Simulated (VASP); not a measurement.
# Zr (P6_3/mmc) in VASP: further runs

One crystal, Zr, is run at these levels: PBE, LDA; tasks: relaxation of shape and atoms at fixed volume, relaxation of cell and atoms.

Program: VASP 6.6.1. These are calculated values, not measurements. Logs are shortened: lines on timing, memory, paths and dates and some standing lists are left out, and cuts for length are marked.

## (1) Starting point

The structure is hexagonal, space group P6_3/mmc (No. 194). The conventional cell has a = 3.232 Å, b = 3.232 Å, c = 5.147 Å, α = 90.00°, β = 90.00°, γ = 120.00°. Around Zr (site symmetry -6m2) lie 12 Zr at 3.18 to 3.23 Å.

## (2) Relaxation of shape and atoms at fixed volume, PBE (a relaxed cell with its volume scaled by 1.02)

File INCAR:

```
PREC = Accurate
ENCUT = 300
EDIFF = 1E-7
ISMEAR = 1
SIGMA = 0.1
LREAL = False
LASPH = True
NELM = 80
ALGO = Normal
ISIF = 4
LWAVE = False
LCHARG = False
GGA = PE
IBRION = 2
NSW = 40
EDIFFG = -0.01
```

File KPOINTS:

```
regular mesh
0
Gamma
  8 8 4
```

File POSCAR:

```
Zr                                      
1.0
    3.2550640742      0.0000000000      0.0000000000
   -1.6275320371      2.8189681792      0.0000000000
    0.0000000000      0.0000000000      5.1852482346
  Zr            
     2
Direct
     0.3333333332999970    0.6666666667000030    0.2500000000000000
     0.6666666667000030    0.3333333332999970    0.7500000000000000
```

Potentials or basis: VASP PAW PBE potentials, release 64 (Zr_sv).

Run with:

```
$ cat potpaw_PBE.64/Zr_sv/POTCAR > POTCAR
$ mpirun -np 1 vasp_std > vasp.out
```

OUTCAR:

```text
PREC = Accurate
   ENCUT = 300
   EDIFF = 1E-7
   ISMEAR = 1
   LREAL = False
   LASPH = True
   NELM = 80
   ISIF = 4
   GGA = PE
   IBRION = 2
   NSW = 40
   EDIFFG = -0.01

 ion  position               nearest neighbor table
   1  0.333  0.667  0.250-   2 3.20   2 3.20   2 3.20   2 3.20   2 3.20   2 3.20
   2  0.667  0.333  0.750-   1 3.20   1 3.20   1 3.20   1 3.20   1 3.20   1 3.20

  LATTYP: Found a hexagonal cell.
 ALAT       =     3.2550640742
 C/A-ratio  =     1.5929788528

  Lattice vectors:

 A1 = (   3.2550640742,   0.0000000000,   0.0000000000)
 A2 = (  -1.6275320371,   2.8189681792,   0.0000000000)
 A3 = (   0.0000000000,   0.0000000000,   5.1852482346)

Analysis of symmetry for initial positions (statically):
=====================================================================
 Subroutine PRICEL returns:
 Original cell was already a primitive cell.

 Routine SETGRP: Setting up the symmetry group for a
 hexagonal supercell.

 Subroutine GETGRP returns: Found 24 space group operations
 (whereof 12 operations were pure point group operations)
 out of a pool of 24 trial point group operations.

The static configuration has the point symmetry D_3d.
 The point group associated with its full space group is D_6h.

Analysis of symmetry for dynamics (positions and initial velocities):
=====================================================================
 Subroutine PRICEL returns:
 Original cell was already a primitive cell.

 Routine SETGRP: Setting up the symmetry group for a
 hexagonal supercell.

 Subroutine GETGRP returns: Found 24 space group operations
 (whereof 12 operations were pure point group operations)
 out of a pool of 24 trial point group operations.

The dynamic configuration has the point symmetry D_3d.
 The point group associated with its full space group is D_6h.

 Subroutine INISYM returns: Found 24 space group operations
 (whereof 12 operations are pure point group operations),
 and found     1 'primitive' translations

----------------------------------------------------------------------------------------

                                     Primitive cell

  volume of cell :      47.5794

  direct lattice vectors                    reciprocal lattice vectors
     3.255064074  0.000000000  0.000000000     0.307213615  0.177369863  0.000000000
    -1.627532037  2.818968179  0.000000000     0.000000000  0.354739726  0.000000000
     0.000000000  0.000000000  5.185248235     0.000000000  0.000000000  0.192854798

  length of vectors
     3.255064074  3.255064074  5.185248235     0.354739726  0.354739726  0.192854798

  position of ions in fractional coordinates (direct lattice)
     0.333333333  0.666666667  0.250000000
     0.666666667  0.333333333  0.750000000

  ion indices of the primitive-cell ions
   primitive index   ion index
                 1           1
                 2           2

----------------------------------------------------------------------------------------

 KPOINTS: regular mesh

Automatic generation of k-mesh.
 Grid dimensions read from file:
 generate k-points for:    8    8    4

 Generating k-lattice:

  Cartesian coordinates                     Fractional coordinates (reciprocal lattice)
     0.038401702  0.022171233  0.000000000     0.125000000  0.000000000  0.000000000
     0.000000000  0.044342466  0.000000000     0.000000000  0.125000000  0.000000000
     0.000000000  0.000000000  0.048213699     0.000000000  0.000000000  0.250000000

  Length of vectors
     0.044342466  0.044342466  0.048213699

  Shift w.r.t. Gamma in fractional coordinates (k-lattice)
     0.000000000  0.000000000  0.000000000

 Subroutine IBZKPT returns following result:
 ===========================================

 Found     30 irreducible k-points:

 Following reciprocal coordinates:
            Coordinates               Weight
  0.000000  0.000000  0.000000      1.000000
  0.125000 -0.000000  0.000000      6.000000
  0.250000 -0.000000  0.000000      6.000000
  0.375000  0.000000  0.000000      6.000000
  0.500000 -0.000000  0.000000      3.000000
  0.125000  0.125000  0.000000      6.000000
[... 16 lines left out ...]
  0.250000 -0.000000  0.500000      6.000000
  0.375000  0.000000  0.500000      6.000000
 [... further k-points ...]
   k-points           NKPTS =     30   k-points in BZ     NKDIM =     30   number of bands    NBANDS=     16
   number of dos      NEDOS =    301   number of ions     NIONS =      2
   total plane-waves  NPLWV =   9720
   dimension x,y,z NGX =    18 NGY =   18 NGZ =   30
   dimension x,y,z NGXF=    36 NGYF=   36 NGZF=   60
   ions per type =               2
   NGX,Y,Z   is equivalent  to a cutoff of   9.19,  9.19,  9.62 a.u.
   NGXF,Y,Z  is equivalent  to a cutoff of  18.39, 18.39, 19.24 a.u.
 SYSTEM =  unknown system
   PREC   = accura    normal or accurate (medium, high low for compatibility)
   ISTART =      0    job   : 0-new  1-cont  2-samecut
   ICHARG =      2    charge: 1-file 2-atom 10-const
   ISPIN  =      1    spin polarized calculation?
   LNONCOLLINEAR =      F non collinear calculations
   LSORBIT =      F    spin-orbit coupling
   LASPH  =      T    aspherical Exc in radial PAW
   ENCUT  =  300.0 eV  22.05 Ry    4.70 a.u.   4.60  4.60  7.32*2*pi/ulx,y,z
   NELM   =     80;   NELMIN=  2; NELMDL= -5     # of ELM steps
   EDIFF  = 0.1E-06   stopping-criterion for ELM
   LREAL  =      F    real-space projection
   EDIFFG = -.1E-01   stopping-criterion for IOM
   NSW    =     40    number of steps for IOM
   IBRION =      2    ionic relax: 0-MD 1-quasi-New 2-CG
   NFREE  =      1    steps in history (QN), initial steepest desc. (CG)
   ISIF   =      4    stress and relaxation
   ISYM   =      2    0-nonsym 1-usesym 2-fastsym
   POTIM  = 0.5000    time-step for ionic-motion
   TEBEG  =    0.0;   TEEND  =   0.0 temperature during run
   PSTRESS=    0.0 pullay stress
   NELECT =      24.0000    total number of electrons
   NUPDOWN=      -1.0000    fix difference up-down
   EMIN   =  10.00;   EMAX   =-10.00  energy-range for DOS
   EFERMI =   0.00;   METHOD = LEGACY
   ISMEAR =     1;   SIGMA  =   0.10  broadening in eV -4-tet -1-fermi 0-gaus
   EFERMI_NEDOS =   21; number of points for ismear=-14 and -15
   IALGO  =     38    algorithm
   IMIX   =      4    mixing-type and parameters
     AMIX     =   0.40;   BMIX     =  1.00
     AMIX_MAG =   1.60;   BMIX_MAG =  1.00
  volume/ion in A,a.u.               =      23.79       160.54
  Fermi-wavevector in a.u.,A,eV,Ry     =   1.303183  2.462659 23.106592  1.698287
  Thomas-Fermi vector in A             =   2.434202
   LORBIT       =      0    0 simple, 1 ext, 2 COOP (PROOUT), +10 PAW based schemes
   GGA     = PE    functional components
   LHFCALC =     F    Hartree Fock is set to
   AEXX    =    0.0000 exact exchange contribution
   IVDW    =     0    specifies the selected vdW correction
   LEPSILON=     F    determine dielectric tensor
   LRPA    =     F    only Hartree local field effects (RPA)
 conjugate gradient relaxation of ions
 non-spin polarized calculation
 Methfessel and Paxton  Order N= 1 SIGMA  =   0.10
  energy-cutoff  :      300.00
  volume of cell :       47.58
 maximum number of plane-waves:       573
   NGX =  9   NGY =  9   NGZ = 15

 number of electron      24.0000001 magnetization

 Free energy of the ion-electron system (eV)
  ---------------------------------------------------
  ext. energy  EPLUGINS =         0.00000000
  ---------------------------------------------------
  free energy    TOTEN  =       -17.03410414 eV

  energy without entropy =      -17.03662910  energy(sigma->0) =      -17.03494580

 E-fermi :   8.8203     XC(G=0): -10.9853

 val. band max:        8.8066189398   @ k =   0.3750   0.2500   0.2500
 cond. band min:       8.8945860005   @ k =   0.2500   0.2500   0.0000
 fundamental gap:      0.0879670606
 Fermi energy:         8.8203281852

 k-point     1 :       0.0000    0.0000    0.0000
  band No.  band energies     occupation
      1     -40.1140      2.00000
      2     -39.9724      2.00000
      3     -18.6102      2.00000
      4     -17.8000      2.00000
      5     -17.8000      2.00000
      6     -17.6742      2.00000
[... 8 lines left out ...]
     15      10.2874     -0.00000
     16      10.2874     -0.00000

 k-point     2 :       0.1250   -0.0000    0.0000
  band No.  band energies     occupation
      1     -40.0980      2.00000
      2     -39.9660      2.00000
      3     -18.5664      2.00000
      4     -17.8951      2.00000
      5     -17.8311      2.00000
      6     -17.7659      2.00000
[... 8 lines left out ...]
     15      10.3292     -0.00000
     16      10.4991     -0.00000

 k-point     3 :       0.2500   -0.0000    0.0000
  band No.  band energies     occupation
      1     -40.0578      2.00000
      2     -39.9521      2.00000
      3     -18.4485      2.00000
      4     -18.1237      2.00000
      5     -17.9903      2.00000
      6     -17.9015      2.00000
[... 8 lines left out ...]
     15      10.0167     -0.00000
     16      11.1176      0.00000

 k-point     4 :       0.3750    0.0000    0.0000
  band No.  band energies     occupation
      1     -40.0122      2.00000
      2     -39.9430      2.00000
      3     -18.3506      2.00000
      4     -18.2971      2.00000
      5     -18.2005      2.00000
      6     -17.9680      2.00000
[... 8 lines left out ...]
     15       9.8341     -0.00000
     16      12.6605      0.00000
[... 324 lines left out ...]
 k-point    22 :       0.1250   -0.0000    0.5000
  band No.  band energies     occupation
      1     -40.0324      2.00000
      2     -40.0324      2.00000
      3     -18.1751      2.00000
      4     -18.1751      2.00000
      5     -17.7969      2.00000
      6     -17.7969      2.00000
[... 8 lines left out ...]
     15       9.8210     -0.00000
     16       9.8210     -0.00000

 k-point    23 :       0.2500   -0.0000    0.5000
  band No.  band energies     occupation
      1     -40.0052      2.00000
      2     -40.0052      2.00000
      3     -18.2747      2.00000
      4     -18.2747      2.00000
      5     -17.8851      2.00000
      6     -17.8851      2.00000
[... 8 lines left out ...]
     15      10.4964     -0.00000
     16      10.4964     -0.00000

 k-point    24 :       0.3750    0.0000    0.5000
  band No.  band energies     occupation
      1     -39.9777      2.00000
      2     -39.9777      2.00000
      3     -18.4365      2.00000
      4     -18.4365      2.00000
      5     -17.9037      2.00000
      6     -17.9037      2.00000
[... 8 lines left out ...]
     15      10.8826      0.00000
     16      10.8826      0.00000

 [... further k-points ...]
[... 5 lines left out ...]
  --------------------------------------------------------------------------------------
  -------------------------------------------------------------------------------------
  Total       -0.5595934     -0.5595934     -0.5786176      0.0000000      0.0000000      0.0000000
  in kB      -18.8436008    -18.8436008    -19.4842164      0.0000000      0.0000000      0.0000000
  external PRESSURE =     -19.0571393 kB  Pullay stress =       0.0000000 kB

 VOLUME and BASIS-vectors are now :
 -----------------------------------------------------------------------------
  energy-cutoff  :      300.00
  volume of cell :       47.58
      direct lattice vectors                 reciprocal lattice vectors
     3.255064074  0.000000000  0.000000000     0.307213615  0.177369863  0.000000000
    -1.627532037  2.818968179  0.000000000     0.000000000  0.354739726  0.000000000
     0.000000000  0.000000000  5.185248235     0.000000000  0.000000000  0.192854798

 POSITION                                       TOTAL-FORCE (eV/Angst)
 -----------------------------------------------------------------------------------
     -0.00000      1.87931      1.29631         0.000000     -0.000000      0.000000
      1.62753      0.93966      3.88894        -0.000000      0.000000      0.000000
 -----------------------------------------------------------------------------------
    total drift:                               -0.000000      0.000000     -0.000000

  FREE ENERGIE OF THE ION-ELECTRON SYSTEM (eV)
  ---------------------------------------------------
  free  energy   TOTEN  =       -17.0341041440 eV

  energy  without entropy=      -17.0366291049  energy(sigma->0) =      -17.03494580

 reached required accuracy - stopping structural energy minimisation
```

It took 9.1 s on 1 thread of Intel Xeon Platinum 8559C (Emerald Rapids), shared host; peak memory 0.12 GiB.

What came out:

```
Free energy             : -17.0341 eV
Pressure after relaxing : -1.9 GPa
Band gap on the k mesh  : none (metal or under the smearing width)
```

Final structure:
```
Zr
1.0
     3.25506    0.00000    0.00000
    -1.62753    2.81897    0.00000
     0.00000    0.00000    5.18525
Zr
2
Direct
  0.33333 0.66667 0.25000
  0.66667 0.33333 0.75000
```

Caveat: the relaxation stopped at its first step, so nothing moved.

## (3) Relaxation of shape and atoms at fixed volume, PBE (a relaxed cell with its volume scaled by 1.04)

INCAR is that of step 2.

KPOINTS is that of step 2.

File POSCAR:

```
Zr                                      
1.0
    3.2762014462      0.0000000000      0.0000000000
   -1.6381007231      2.8372736803      0.0000000000
    0.0000000000      0.0000000000      5.2189196211
  Zr            
     2
Direct
     0.3333333332999970    0.6666666667000030    0.2500000000000000
     0.6666666667000030    0.3333333332999970    0.7500000000000000
```

Potentials or basis: VASP PAW PBE potentials, release 64 (Zr_sv).

Run with:

```
$ cat potpaw_PBE.64/Zr_sv/POTCAR > POTCAR
$ mpirun -np 1 vasp_std > vasp.out
```

It took 12 s on 1 thread of Intel Xeon Platinum 8559C (Emerald Rapids), shared host; peak memory 0.12 GiB.

Results (log left out):

```
Free energy               : -17.0231 eV
Energy gained by relaxing : 0.0 meV/atom
Ionic steps               : 2
Pressure after relaxing   : -3.6 GPa
Band gap on the k mesh    : none (metal or under the smearing width)
```

Final structure:
```xyz
2
Lattice="3.2774 0.0000 0.0000 -1.6387 2.8384 0.0000 0.0000 0.0000 5.2150" Properties=species:S:1:pos:R:3 pbc="T T T"
Zr    0.0000    1.8922    1.3037
Zr    1.6387    0.9461    3.9112
```

Levels at points of the mesh, in eV from the Fermi level:
| k point | band 9 | band 10 | band 11 | band 12 | band 13 | band 14 | band 15 | band 16 |
| --- | --- | --- | --- | --- | --- | --- | --- | --- |
| (0.00, 0.00, 0.00) | -5.61 | -2.97 | 0.78 | 0.78 | 0.93 | 0.97 | 1.44 | 1.44 |
| (0.50, 0.00, 0.00) | -2.50 | -2.49 | -2.09 | -0.35 | 0.47 | 0.68 | 1.33 | 4.58 |
| (0.00, 0.00, 0.50) | -3.95 | -3.95 | -0.01 | -0.01 | 0.69 | 0.69 | 0.69 | 0.69 |
| (0.50, 0.00, 0.50) | -2.80 | -2.80 | -1.04 | -1.04 | 1.42 | 1.42 | 2.06 | 2.06 |

## (4) Relaxation of shape and atoms at fixed volume, PBE (a relaxed cell with its volume scaled by 1.06)

INCAR is that of step 3.

KPOINTS is that of step 3.

File POSCAR:

```
Zr                                      
1.0
    3.2970695340      0.0000000000      0.0000000000
   -1.6485347670      2.8553459745      0.0000000000
    0.0000000000      0.0000000000      5.2521620436
  Zr            
     2
Direct
     0.3333333332999970    0.6666666667000030    0.2500000000000000
     0.6666666667000030    0.3333333332999970    0.7500000000000000
```

Run with:

```
$ cat potpaw_PBE.64/Zr_sv/POTCAR > POTCAR
$ mpirun -np 1 vasp_std > vasp.out
```

Wall time 12 s (1 thread of Intel Xeon Platinum 8559C (Emerald Rapids), shared host); peak memory 0.13 GiB.

The run converged. Its results:

```
Free energy               : -17.0022 eV
Energy gained by relaxing : 0.0 meV/atom
Ionic steps               : 2
Pressure after relaxing   : -5.2 GPa
Band gap on the k mesh    : none (metal or under the smearing width)
```

Final structure:
```
Zr
1.0
     3.29904    0.00000    0.00000
    -1.64952    2.85705    0.00000
     0.00000    0.00000    5.24590
Zr
2
Direct
  0.33333 0.66667 0.25000
  0.66667 0.33333 0.75000
```

Levels at points of the mesh, in eV from the Fermi level:
```
           k point  band 9  band 10  band 11  band 12  band 13  band 14  band 15  band 16
(0.00, 0.00, 0.00)   -5.57    -2.93     0.77     0.77     0.91     0.92     1.41     1.41
(0.50, 0.00, 0.00)   -2.48    -2.43    -2.04    -0.39     0.46     0.66     1.30     4.47
(0.00, 0.00, 0.50)   -3.94    -3.94    -0.01    -0.01     0.68     0.68     0.68     0.68
(0.50, 0.00, 0.50)   -2.75    -2.75    -1.02    -1.02     1.36     1.36     2.01     2.01
```

## (5) Relaxation of cell and atoms, LDA

File INCAR:

```
SYSTEM = Zr
ALGO = Normal
EDIFF = 1E-6
EDIFFG = -0.01
ENCUT = 600
GGA = CA
IBRION = 2
ISIF = 3
ISMEAR = 1
LASPH = .TRUE.
LCHARG = .FALSE.
LREAL = .FALSE.
LWAVE = .FALSE.
NELM = 80
NSW = 90
PREC = Accurate
SIGMA = 0.1
```

File KPOINTS:

```
k-points
0
G
  15 15 7
  0 0 0
```

File POSCAR:

```
Zr
1.0
    3.2320000000      0.0000000000      0.0000000000
   -1.6160000000      2.7989941050      0.0000000000
    0.0000000000      0.0000000000      5.1470000000
Zr
2
Direct
    0.3333333333      0.6666666667      0.2500000000
    0.6666666667      0.3333333333      0.7500000000
```

Potentials or basis: VASP PAW LDA potentials, release 64 (Zr_sv).

Run with:

```
$ cat potpaw_LDA.64/Zr_sv/POTCAR > POTCAR
$ mpirun -np 1 vasp_std > vasp.out
```

Run time: 3 min. Hardware: 1 thread of AMD EPYC 9R45 (Zen 5), shared host; peak memory 0.19 GiB.

Results (log left out):

| Property | Result |
| --- | --- |
| Free energy | -18.5855 eV |
| Relaxed volume | 21.82 Å³/atom |
| Relaxed cell | a = 3.149 Å, b = 3.149 Å, c = 5.081 Å, α = 90.00°, β = 90.00°, γ = 120.00° |
| Space group after relaxing (to 0.05 Å) | P6_3/mmc (No. 194) |
| Energy gained by relaxing | 28.9 meV/atom |
| Ionic steps | 6 |
| Pressure after relaxing | 0.0 GPa |
| Band gap on the k mesh | none (metal or under the smearing width) |

Step by step:
```tsv
step	energy change (eV)	largest force (eV/Å)	pressure (GPa)	volume (Å³)
1	0.0000	0.0000	-6.03	46.56
2	0.0062	0.0000	7.62	40.90
3	-0.0568	0.0000	-0.04	43.71
4	-0.0568	0.0000	0.08	43.66
5	-0.0576	0.0000	0.05	43.65
6	-0.0578	0.0000	0.03	43.63
```

Final structure:
```cif
data_structure
_symmetry_space_group_name_H-M 'P 1'
_symmetry_Int_Tables_number 1
_cell_length_a 3.1491
_cell_length_b 3.1491
_cell_length_c 5.0806
_cell_angle_alpha 90.000
_cell_angle_beta 90.000
_cell_angle_gamma 120.000
_cell_volume 43.63
loop_
_atom_site_label
_atom_site_type_symbol
_atom_site_fract_x
_atom_site_fract_y
_atom_site_fract_z
_atom_site_occupancy
Zr1 Zr 0.33333 0.66667 0.25000 1
Zr2 Zr 0.66667 0.33333 0.75000 1
```

Levels at points of the mesh, in eV from the Fermi level:
```tsv
k point	band 8	band 9	band 10	band 11	band 12	band 13	band 14	band 15	band 16
(0.00, 0.00, 0.00)	-26.00	-5.75	-3.23	0.85	0.85	0.88	1.41	1.57	1.57
```

LDA usually gives volumes a few per cent too small. Zero-point motion and thermal expansion aren't in these numbers.

## (6) Summary

| task | level | potentials or basis | cell | k mesh | cutoff (eV) | gap on the mesh (eV) | pressure (GPa) |
| --- | --- | --- | --- | --- | --- | --- | --- |
| relaxation of shape and atoms at fixed volume | PBE | VASP PAW PBE potentials, release 64 (Zr_sv) | atoms relaxed at fixed volume from: a relaxed cell with its volume scaled by 1.02 | 8 × 8 × 4 | 300 | none | -1.9 |
| relaxation of shape and atoms at fixed volume | PBE | VASP PAW PBE potentials, release 64 (Zr_sv) | atoms relaxed at fixed volume from: a relaxed cell with its volume scaled by 1.04 | 8 × 8 × 4 | 300 | none | -3.6 |
| relaxation of shape and atoms at fixed volume | PBE | VASP PAW PBE potentials, release 64 (Zr_sv) | atoms relaxed at fixed volume from: a relaxed cell with its volume scaled by 1.06 | 8 × 8 × 4 | 300 | none | -5.2 |
| relaxation of cell and atoms | LDA | VASP PAW LDA potentials, release 64 (Zr_sv) | relaxed | 15 × 15 × 7 | 600 | none | 0.0 |

Alike in all rows: no spin polarisation; smearing methfessel-paxton 0.1 eV.

Caveats: the relaxation stopped at its first step, so nothing moved (some runs).

Total energies depend on the potentials used, so only differences within one code and one set of settings carry meaning.
